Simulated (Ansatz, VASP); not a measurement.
**H in VASP and in Ansatz**

The input INCAR:

```
SYSTEM = H
PREC     = Accurate       ! precision mode
ENCUT    = 520            ! plane-wave cutoff, eV
EDIFF    = 1E-7           ! SCF threshold, eV
ISMEAR   = 0              ! smearing method
SIGMA    = 0.05           ! smearing width, eV
LREAL    = .False.        ! projectors in reciprocal space
LASPH    = .True.         ! aspherical terms in the spheres
NELM     = 80             ! most SCF steps
ALGO     = Normal         ! electronic algorithm
ISIF     = 2              ! what is computed and relaxed
LWAVE    = .False.        ! write WAVECAR
LCHARG   = .False.        ! write CHGCAR
NBANDS   = 10             ! bands
```

File KPOINTS:

```
Automatic mesh
0
Gamma
  8 8 4
  0 0 0
```

The input POSCAR:

```
H
1.0
    1.6485318600     -2.7316882300      0.0000000000
    1.6485318600      2.7316882300      0.0000000000
    0.0000000000      0.0000000000      6.1559244045
H
4
Direct
    0.5678085000      0.4321915000      0.9995149500
    0.4321915000      0.5678085000      0.0004850500
    0.4321915000      0.5678085000      0.4995149500
    0.5678085000      0.4321915000      0.5004850500
```

Input for Ansatz:

```yaml
crystal:
  lattice:
    - [1.64853186, -2.73168823, 0.0]
    - [1.64853186, 2.73168823, 0.0]
    - [0.0, 0.0, 6.1559244045]
  atoms:
    - { symbol: H, position: [0.5678085, 0.4321915, 0.99951495] }
    - { symbol: H, position: [0.4321915, 0.5678085, 0.00048505] }
    - { symbol: H, position: [0.4321915, 0.5678085, 0.49951495] }
    - { symbol: H, position: [0.5678085, 0.4321915, 0.50048505] }
basis:
  ecutwfc: 420
kpoints:
  mp_grid: { grid: [8, 8, 4] }
hamiltonian:
  xc: lda
scf:
  occupations: { method: gaussian, width: 0.05 }
output:
  forces: true
  stress: true
  eigenvalues: true
```

Change from the starting cell: strain +0.000 along x and y, -0.025 along z, atoms carried along.

Alike in both runs: task single point; functional LDA; k mesh 8 × 8 × 4; occupations gaussian, width 0.05 eV; no spin polarisation.

|  | VASP | Ansatz |
| --- | --- | --- |
| version | VASP 6.6.1 | Ansatz 0.2.0 |
| potentials or method | VASP PAW LDA potentials, release 64 (H) | scalar-relativistic, plane waves, PAW |
| plane-wave cutoff (eV) | 520 | 420 |
| valence electrons in the cell | 4 | 4 |

```tsv
	VASP	Ansatz	Ansatz less VASP
gap on the k mesh at the Fermi level (eV)	7.69	7.70	+0.006
least direct gap on the mesh (eV)	7.70	7.71	+0.006
pressure (GPa)	0.8	0.9	+0.15
largest component of the traceless stress (GPa)	2.57	2.57	-0.002
rms of the force components (eV/Å)	0.565	0.560	-0.0053
```

Atom by atom the forces differ by 0.005 eV/Å (rms over components).

A k mesh can miss the band edges.
